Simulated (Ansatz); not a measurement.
A plane-wave DFT run in Ansatz 0.2.0 (scalar-relativistic PAW potentials unless the input names others): input and command.

```yaml
crystal:
  lattice:
    - [3.2324, 0.0, 0.0]
    - [0.0, 3.2324, 0.0]
    - [0.0, 0.0, 3.2324]
  atoms:
    - { symbol: Li, position: [0.0, 0.0, 0.0] }
    - { symbol: Cl, position: [0.5, 0.5, 0.5] }
basis:
  ecutwfc: "300 eV"
kpoints:
  mp_grid: { grid: [8, 8, 8] }
hamiltonian:
  xc: pbesol
scf:
  occupations: { method: gaussian, width: 0.02 }
output:
  forces: true
  eigenvalues: true
  stress: true
```

```bash
ansatz run input.yaml --threads 1 --pin off --max-ram 1228MiB --backend cpu --events-out ev --progress --plain --runs-dir out
```

Abridged log:
```
Warning: basis.ecutwfc = 300 eV is below the records' recommended 420 eV, and the density's cutoff is lower with it unless basis.ecutrho_ratio is high enough to keep the records' density cutoff: compare with a run at a higher cutoff
Basis set: ecut = 300 eV, 389 PW (Γ), exchange–correlation on 40×40×40 points (8 copies of the dense FFT grid, shifted against one another)
Bands: 9, of which v1, the nominal top of the filled ones, is band 5 counted from 1 (4 counted from 0)
Symmetry: 48 space group operations
k-points: 35 of 512
SCF iter   1: F=—  HF=-1266.932529 eV  |F-HF|=—  |Δ(HF+E_count)|=         —  Δρ=4.01e-3  dr2=8.32e-3  ethr=1.77e-3  ⟨swp⟩=6.9  Hψ=2158  notcnv=0
SCF iter   2: F=—  HF=-1266.929266 eV  |F-HF|=—  |Δ(HF+E_count)|=   3.26e-3  Δρ=1.17e-3  dr2=2.32e-4  ethr=8.32e-5  ⟨swp⟩=2.9  Hψ=858  notcnv=0
SCF iter   3: F=—  HF=-1266.929218 eV  |F-HF|=—  |Δ(HF+E_count)|=   4.81e-5  Δρ=4.61e-4  dr2=3.31e-5  ethr=2.32e-6  ⟨swp⟩=2.0  Hψ=349  notcnv=0
SCF iter   4: F=—  HF=-1266.929209 eV  |F-HF|=—  |Δ(HF+E_count)|=   8.99e-6  Δρ=3.81e-5  dr2=2.42e-7  ethr=3.31e-7  ⟨swp⟩=2.0  Hψ=350  notcnv=0
SCF iter   5: F=-1266.929209 eV  HF=-1266.929209 eV  |F-HF|=3.14e-9  |Δ(HF+E_count)|=   1.02e-7  Δρ=3.23e-6  dr2=4.74e-9  ethr=2.42e-9  ⟨swp⟩=2.2  Hψ=499  notcnv=0
SCF iter   6: F=-1266.929209 eV  HF=-1266.929209 eV  |F-HF|=1.82e-11  |Δ(HF+E_count)|=   1.65e-9  Δρ=3.08e-7  dr2=4.40e-11  ethr=4.74e-11  ⟨swp⟩=1.9  Hψ=912  notcnv=0
SCF 1 converged in 6 iterations: F = -1266.929209 eV  dr2 = 4.40e-11
SCF converged after 6 iterations
Free energy (F): -1266.929209 eV
Harris-Foulkes:  -1266.929209 eV  (|F-HF|=1.82e-11)
Internal energy: -1266.929209 eV  (E = F + TS)
E sigma→0 (E₀):  -1266.929209 eV
Fermi energy:    5.140223 eV
--- Forces (eV/Å), atoms counted from 1 ---
  atom   1  Li     0.00000000     0.00000000     0.00000000
  atom   2  Cl     0.00000000     0.00000000     0.00000000
--- Stress (GPa, compression-positive) ---
       -0.048814       0.000000       0.000000
        0.000000      -0.048814       0.000000
        0.000000       0.000000      -0.048814
  P = ⅓ Tr σ = -0.0488 GPa (-0.488 kbar)
```

Apart from outputs and empty bands, the input differs from a reference run on usual settings in basis.ecutwfc: 420 → "300 eV". The reference, at the same geometry, gave pressure -0.07 GPa, largest force 0.000 eV/Å, gap on the mesh 4.40 eV. This run converged in 6 SCF iterations (reference: 6) with an energy at zero smearing 6.35 meV/atom above the reference's, pressure -0.05 GPa, largest force 0.000 eV/Å, gap on the mesh 4.41 eV. Its cutoff is looser than usual, and the result moved.

The run took 0.6 s on 1 thread of Arm Neoverse V2, on a shared host, peak memory 0.24 GiB.